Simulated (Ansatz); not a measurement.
# P: the cost of one run

Computed with Ansatz 0.2.0 (DFT PBE, scalar-relativistic, plane waves, PAW, unless a step's input says otherwise).

**1. The structure to begin with**

Symmetry: R-3m, No. 166, trigonal system. The conventional cell has a = 3.451 Å, b = 3.451 Å, c = 9.389 Å, α = 90.00°, β = 90.00°, γ = 120.00°. P (site symmetry 3m) is surrounded by 3 P at 2.29 Å.

Structure file:

```cif
data_structure
_symmetry_space_group_name_H-M 'R-3m:H'
_symmetry_Int_Tables_number 166
_cell_length_a 3.4515
_cell_length_b 3.4515
_cell_length_c 9.3890
_cell_angle_alpha 90.000
_cell_angle_beta 90.000
_cell_angle_gamma 120.000
_cell_volume 96.86
loop_
_atom_site_label
_atom_site_type_symbol
_atom_site_symmetry_multiplicity
_atom_site_Wyckoff_symbol
_atom_site_fract_x
_atom_site_fract_y
_atom_site_fract_z
_atom_site_occupancy
P1 P 6 c 0.33333 0.66667 0.89375 1
```

The structure comes from the Materials Project (structure only).

**2. A distortion that keeps the symmetry**

What differs from the listed cell: strain xx, yy, zz, yz, xz, xy = +3.0, +3.0, -6.0, +0.0, +0.0, +0.0 %; atoms moved by 0.25 Å root mean square, at most 0.25 Å.

File input.yaml:

```yaml
crystal:
  lattice:
    - [1.7774451616, 1.0262084425, 2.941805321]
    - [-1.7774451616, 1.0262084425, 2.941805321]
    - [0.0, -2.052416885, 2.941805321]
  atoms:
    - { symbol: P, position: [0.2004534597, 0.2004534597, 0.2004534597] }
    - { symbol: P, position: [0.7995465403, 0.7995465403, 0.7995465403] }
basis:
  ecutwfc: 420
kpoints:
  mp_grid: { grid: [15, 15, 15] }
hamiltonian:
  xc: pbe
scf:
  occupations: { method: gaussian, width: 0.1 }
output:
  forces: true
  stress: true
  eigenvalues: true
```

On the command line:

```
> ansatz run input.yaml --threads 1 --pin off --max-ram 1331MiB --backend cpu --events-out ev --progress --plain --runs-dir out
```

What time and memory should one allow on 1 thread of an Arm CPU, shared host?

About 5.1 s, with a peak of 0.36 GiB.
